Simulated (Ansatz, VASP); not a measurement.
# One calculation of GaN, two programs

```
CELL_PARAMETERS angstrom
3.21087 0.00000 0.00000
-1.60543 2.78069 0.00000
0.00000 0.00000 10.58039
ATOMIC_POSITIONS crystal
Ga 0.33333 0.66667 0.87500
Ga 0.66667 0.33333 0.12500
Ga 0.66667 0.33333 0.37500
Ga 0.33333 0.66667 0.62500
N 0.66667 0.33333 0.75000
N 0.00000 0.00000 0.00000
N 0.33333 0.66667 0.25000
N 0.00000 0.00000 0.50000
```

Alike in both runs: task single point; functional PBE; k mesh 6 × 6 × 2; occupations gaussian, width 0.1 eV; no spin polarisation.

```csv
,VASP,Ansatz
version,VASP 6.6.1,Ansatz 0.2.0
potentials or method,"VASP PAW PBE potentials, release 64 (Ga_d, N)","scalar-relativistic, plane waves, PAW"
plane-wave cutoff (eV),520,420
valence electrons in the cell,72,72
```

Ansatz gave:

```
gap on the k mesh at the Fermi level (eV)       : none
pressure (GPa)                                  : -23.5
largest component of the traceless stress (GPa) : 0.96
rms of the force components (eV/Å)              : 0.208
```

Problem. What did VASP give for the same quantities?

Solution. gap on the k mesh at the Fermi level (eV): none; pressure (GPa): -23.1; largest component of the traceless stress (GPa): 0.99; rms of the force components (eV/Å): 0.209.

Atom by atom the forces differ by 0.001 eV/Å (rms over components). A gap of «none» marks a metal or a gap that the smearing closes. The functional is the same, so the differences come from potentials, cutoffs and numerics.

Caveats: the k mesh is coarse (spacing up to 0.38 Å⁻¹), so the values aren't converged; so large a pressure means that the cell lies far from this level's equilibrium, or that cutoff or potentials fall short (VASP).
